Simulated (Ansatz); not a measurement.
**LiCl (P3m1) at 3 levels of theory**

One geometry, relaxed with PBE; plane waves with PAW potentials in Ansatz, scalar-relativistic. No spin polarisation. Gaps are the least over mesh and band path; pressure is positive in compression.

```yaml
crystal:
  lattice:
    - [3.90783, 0.00000, 0.00000]
    - [-1.95392, 3.38428, 0.00000]
    - [0.00000, 0.00000, 15.84528]
  atoms:
    - { symbol: Li, position: [0.33333, 0.66667, 0.12486] }
    - { symbol: Li, position: [0.33333, 0.66667, 0.52455] }
    - { symbol: Li, position: [0.66667, 0.33333, 0.72384] }
    - { symbol: Li, position: [0.00000, 0.00000, 0.92440] }
    - { symbol: Li, position: [0.66667, 0.33333, 0.32533] }
    - { symbol: Cl, position: [0.33333, 0.66667, 0.67509] }
    - { symbol: Cl, position: [0.00000, 0.00000, 0.07538] }
    - { symbol: Cl, position: [0.66667, 0.33333, 0.87490] }
    - { symbol: Cl, position: [0.33333, 0.66667, 0.27585] }
    - { symbol: Cl, position: [0.66667, 0.33333, 0.47581] }
```

| level | cutoff (eV) | k mesh | gap (eV) | pressure (GPa) |
| --- | --- | --- | --- | --- |
| PBE | 420 | 6×6×2 | 5.95 | 0.0 |

**Question.** What comes out on the same cell with r2SCAN, PBEsol?

**Answer.**
```tsv
level	cutoff (eV)	k mesh	gap (eV)	pressure (GPa)
r2SCAN	500	6×6×2	6.61	-0.6
PBEsol	420	6×6×2	5.75	-0.9
```

The cell was found from a structure generator's guess, not taken from experiment.
